## Question

A ferromagnetic nickel crystal was calculated with five density functionals. The atoms and the cell edges are the same in every row. The moment "in spheres" counts the excess of majority-spin over minority-spin electrons inside a sphere around the nucleus. The last column counts the steps taken to reach self-consistency.

All-electron FLAPW density-functional calculations with FLEUR MaX-R8.1 (later development tree) for ferromagnetic fcc Ni in a fixed one-atom cell, with collinear spins and no spin-orbit coupling. All runs use a 13 × 13 × 13 k mesh, Fermi-Dirac smearing of 0.05 eV and a density convergence threshold of 10⁻⁵ me/bohr³. The sphere radius is 2.11 bohr for PBE and 2.15 bohr otherwise.

```
functional  absolute magnetization in spheres (μB)  scf energies less last path points in all
       LDA                                   0.648                                         15
       PBE                                   0.668                                         19
    PBEsol                                   0.663                                         17
    r2SCAN                                   0.771                                         25
        WC                                   0.659                                         17
```

The same runs also give the moment of the whole cell:

| Functional | Cell moment (Bohr magneton) |
|---|---|
| LDA | 0.622 |
| WC | 0.628 |
| PBEsol | 0.630 |
| PBE | 0.631 |
| r2SCAN | 0.710 |

The smearing has $kT=0.05$ eV. The product $TS$ of electronic temperature and entropy is 0.0131 eV for LDA and 0.0112 eV for r2SCAN. The PBE run used a slightly smaller sphere and lower basis cutoffs than the other four, which share one sphere radius. Of the 18 electrons outside the deep core, the sphere holds 16.79636 in LDA and 16.79062 in r2SCAN.

(a) Which differences between the functionals call for a physical explanation?

(b) Explain why a functional can change the moment when no atom moves, and estimate how much more r2SCAN must split the two spins than LDA does.

(c) Why does the sphere moment rise more than the cell moment?

## Model answer

**(a)** One difference stands out: r2SCAN lies far above the rest. Its cell moment exceeds the highest value among the three gradient-corrected functionals (WC, PBEsol and PBE) by 0.079 Bohr magneton, while those three agree among themselves within 0.003. They lie on average only 0.007 above LDA. A step that small would have to be repeated with a denser mesh and a narrower smearing before much is built on it.

PBE is the irregular row. In the spheres it lies 0.005 above PBEsol, yet in the whole cell the two are equal for any practical purpose. The PBE run differs from the others in its sphere and its basis cutoffs. A sphere moment depends on where the sphere ends, so the table can't tell how much of this step, if any, belongs to the functional.

The fixed cell helps to explain why LDA and the gradient-corrected functionals nearly agree. When each functional chooses its own lattice constant, the gradient-corrected ones usually give a larger crystal than LDA. The atoms then overlap less, the d bands narrow, and magnetism gains strength. Here that route is closed, and only the direct action of the functional on the electrons remains.

**(b)** Exchange lowers the energy of electrons with parallel spins. In a ferromagnet it therefore pulls the majority bands down and pushes the minority bands up, by an energy difference called the exchange splitting, $\Delta$. Both spins must share one Fermi level, so some minority electrons move into majority states. The larger moment in turn strengthens the splitting, until the cost of filling higher band states stops the process. A functional that favours spin polarisation a little more shifts this balance even in a rigid crystal.

r2SCAN is known to do so in metallic ferromagnets. Besides the density and its gradient it uses the kinetic-energy density of the electrons, which helps it to recognise regions dominated by a single orbital. In compact d shells this tends to favour spin polarisation. The table shows the larger moment; that this ingredient is its source is argued from the known behaviour of such functionals.

The size of the extra splitting follows from counting electrons. Let $N_\uparrow$ and $N_\downarrow$ be the numbers of majority and minority states per eV at the Fermi level. If the splitting grows by $\delta\Delta$, the majority bands sink by $\delta\Delta/2$ and the minority bands rise by as much. The Fermi level shifts by $\delta\mu$ to keep the number of electrons fixed:

$$N_\uparrow\left(\delta\mu+\tfrac{1}{2}\delta\Delta\right)+N_\downarrow\left(\delta\mu-\tfrac{1}{2}\delta\Delta\right)=0 .$$

The first term is the change in the number of majority electrons, the second the opposite change in the number of minority electrons. The first less the second is the change of the moment in Bohr magnetons:

$$\delta m=\frac{2N_\uparrow N_\downarrow}{N_\uparrow+N_\downarrow}\,\delta\Delta\;\le\;\frac{N}{2}\,\delta\Delta,\qquad N=N_\uparrow+N_\downarrow .$$

The scarcer kind of state controls the response. Electrons can change spin easily only if both spins have many states at the Fermi level; if one has few, a larger splitting is needed for the same gain in moment.

The entropy supplies $N$, because only electrons near the Fermi level contribute to it. For a density of states that varies slowly over the smearing width, $TS=\tfrac{\pi^2}{3}(kT)^2N$. For LDA this gives

$$N=\frac{3\times0.0131}{\pi^2\times0.05^2}\approx1.6\ \text{per eV},$$

and for r2SCAN about 1.4, with a mean near 1.5. The cell moment rises by 0.087 from LDA to r2SCAN, so

$$\delta\Delta\;\ge\;\frac{2\times0.087}{1.5}\approx0.1\ \text{eV}.$$

This is a lower bound within the picture of rigidly shifted bands, and only as good as the value of $N$. The minority d band of nickel is expected to end close above the Fermi level, so the entropy gives an average of the density of states around that level rather than its exact value there. In nickel the majority d band is nearly full, which leaves few majority states at the Fermi level. With a roughly recalled 0.2 of them per eV, the same formula asks for 0.2 to 0.3 eV. Within this picture, an extra splitting of a few tenths of an eV would account for the r2SCAN row; a tenth is only the lower limit.

**(c)** The extra moment doesn't come from a change in the charge of the atom. Between LDA and r2SCAN the sphere loses only 0.006 electron. Inside it, however, the majority spin gains 0.059 electron and the minority spin loses 0.064. One spin has replaced the other almost one for one.

In the whole cell, only 0.044 electron changes spin. The rest of the change in the sphere is movement in space: majority electrons are drawn into the sphere, and minority electrons are pushed out of it. The region between the spheres, already polarised against the atom in LDA, becomes more so. This is why the cell moment rises by 0.087 while the sphere moment rises by 0.123.

Mixing between the compact d orbitals and the spread-out s and p orbitals gives a natural reason. A stronger splitting lowers the majority d levels, so the occupied majority states take on more d character and sit closer to the nucleus. It raises the minority d levels, so some of their d character moves into empty states. The occupied minority states that remain are more s- and p-like and reach further into the space between atoms. The direction of both movements agrees with the electron counts, although the orbital charges from these runs are summed over both spins and can't confirm the mixing.

## Remarks on the reasoning

A tempting short cut in (c) is to assume that the spin density keeps its LDA shape and merely grows. The cell moment would then stay at the LDA fraction of the sphere moment, about 96 %. For r2SCAN this predicts 0.741 instead of the calculated 0.710, and it also predicts too much for the three gradient-corrected functionals. The LDA row fixes the fraction, so only the other rows can test the assumption. PBE is not a clean test, because its smaller sphere can change the fraction by itself; r2SCAN, PBEsol and WC use the same sphere as LDA. The failure of the assumption in these rows shows that the functional changes where the spin sits as well as how much there is.

The estimate in (b) needs more caution than its short algebra suggests. The density of states obtained from the entropy falls by 15 % from LDA to r2SCAN, whereas the formula treats it as constant during the shift. The fall alone doesn't tell whether the bands change shape or merely slide, so that the Fermi level meets a different part of them. The mean of the two values is a reasonable choice for an order of magnitude, but it cannot turn the bound into a measured splitting.

Some candidates will notice that the number of self-consistency steps never falls as the sphere moment rises, from 15 for LDA to 25 for r2SCAN. The step count describes the path to the solution, which also depends on the starting density and on the form of the functional. It is therefore no measure of magnetism. What matters for comparing the moments is that all five runs met the same criterion for the density.

A more elaborate functional should not be taken for a more accurate one either. The measured moment of nickel is roughly 0.6 Bohr magneton, including a small orbital part that these calculations leave out. LDA and the gradient-corrected functionals lie close to that value, and r2SCAN moves away from it. The comparison is a rough one, since the fixed cell is slightly smaller than the real crystal. For the magnetisation of bulk nickel, the extra ingredient in r2SCAN brings no gain here.

What remains open is the splitting itself. A comparison of the majority and minority d bands at the same points of the Brillouin zone, in LDA and in r2SCAN, would show whether it really grows by a few tenths of an eV, or whether changes in band shape do part of the work.
